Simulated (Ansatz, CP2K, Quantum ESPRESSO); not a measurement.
**FePt: 4 runs at one level of theory**

```xyz
2
Lattice="2.7235 0.0000 0.0000 0.0000 2.7235 0.0000 0.0000 0.0000 3.7200" Properties=species:S:1:pos:R:3 pbc="T T T"
Pt    1.3618    1.3618    1.8600
Fe    0.0000    0.0000    0.0000
```

Alike in all runs: task band structure; functional PBE; k mesh 10 × 10 × 7; occupations fermi-dirac, width 0.05 eV; collinear spin, ferromagnetic start; no spin-orbit coupling. Pressure is positive in compression and, in plane waves, holds the error of the finite cutoff, which Ansatz's Pulay term estimates and takes out.

```csv
program and potentials,plane-wave cutoff (eV),notes,pressure (GPa),net moment per atom (μB)
"Ansatz, Ansatz PAW",420,17 valence electrons an atom on average; Pulay term of +0.08 GPa included,3.41,1.64
"Quantum ESPRESSO, PseudoDojo 0.4.1 SR PBE standard",1225,17 valence electrons an atom on average,?,?
"Ansatz, JTH PAW",1320,13 valence electrons an atom on average; Pulay term of +0.03 GPa included,3.50,1.65
"CP2K, POTENTIAL_UZH Pt GTH-PBE-q18, Fe GTH-PBE-q16; TZVP-MOLOPT-PBE-GTH basis",-,atomic basis; 17 valence electrons an atom on average,4.85,1.69
```

Estimate from the other rows what the run with Quantum ESPRESSO, PseudoDojo 0.4.1 SR PBE standard gave.

Pressure 4.13 GPa; net moment per atom 1.68 μB. The other rows, which needn't bracket it: pressure 3.41 to 4.85; net moment per atom 1.64 to 1.69.
